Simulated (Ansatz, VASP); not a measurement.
One calculation of SiC, two programs

```xyz
8
Lattice="4.3640 0.0000 0.0000 0.0000 4.3640 0.0000 0.0000 0.0000 4.3460" Properties=species:S:1:pos:R:3 pbc="T T T"
Si    3.1835    3.5154    3.5377
Si    3.5154    1.1806    0.8083
Si    0.8486    3.1835    0.8083
Si    1.1806    0.8486    3.5377
C     0.0000    2.1820    2.0718
C     0.0000    0.0000    0.0000
C     2.1820    2.1820    0.0000
C     2.1820    0.0000    2.2742
```

Alike in both runs: task single point; functional PBE; k mesh 4 × 4 × 4; occupations gaussian, width 0.1 eV; no spin polarisation.

|  | VASP | Ansatz |
| --- | --- | --- |
| version | VASP 6.6.1 | Ansatz 0.2.0 |
| potentials or method | VASP PAW PBE potentials, release 64 (Si, C) | scalar-relativistic, plane waves, PAW |
| plane-wave cutoff (eV) | 520 | 420 |
| valence electrons in the cell | 32 | 32 |

```tsv
	VASP	Ansatz	Ansatz less VASP
gap on the k mesh at the Fermi level (eV)	none	none	-
pressure (GPa)	23.9	24.1	+0.17
largest component of the traceless stress (GPa)	13.48	13.60	+0.123
rms of the force components (eV/Å)	3.982	3.997	+0.0150
```

Atom by atom the forces differ by 0.020 eV/Å (rms over components). A gap of «none» marks a metal or a gap that the smearing closes. The functional is the same, so the differences come from potentials, cutoffs and numerics.

Caveats: the k mesh is coarse (spacing up to 0.36 Å⁻¹), so the values aren't converged; so large a pressure means that the cell lies far from this level's equilibrium, or that cutoff or potentials fall short (VASP); forces of over 1 eV/Å show positions far from the minimum, so gaps and moduli don't describe the material at rest.
